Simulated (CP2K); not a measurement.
Te:

```xyz
3
Lattice="4.4540 0.0000 0.0000 -2.2270 3.8573 0.0000 0.0000 0.0000 5.9240" Properties=species:S:1:pos:R:3 pbc="T T T"
Te    1.6279    2.8197    0.0000
Te   -0.5991    1.0376    3.9493
Te    1.1981    0.0000    1.9747
```

Base run:

```yaml
Program: CP2K 2026.2
Functional: HLE17
Potentials_or_basis: POTENTIAL_UZH Te GTH-PBE-q6; TZVP-MOLOPT-PBE-GTH basis
Density_cutoff: 9184 eV
k_mesh: 7 × 7 × 5
Occupations: fermi-dirac, width 0.05 eV
Spin: no spin polarisation
```

Its results: band gap on the k mesh 0.94 eV, indirect (least direct gap 1.05 eV); pressure 0.4 GPa; largest force 0.396 eV/Å.

Question: The run is repeated on the same cell with these changes: functional from HLE17 to vdW-DF-cx. What comes out?

Answer: Band gap on the k mesh 0.61 eV, indirect (least direct gap 0.78 eV); pressure 1.6 GPa; largest force 0.450 eV/Å.

Caveats: the potentials were made for another functional, which shifts forces and pressure; spin-orbit coupling is left out, which moves the levels of the heavy elements; an odd mesh through Γ misses points on the zone boundary, where band edges often lie; the basis of atomic orbitals isn't converged, which shifts pressures, moduli and gaps; the potentials were made for a functional far from this one (some runs).
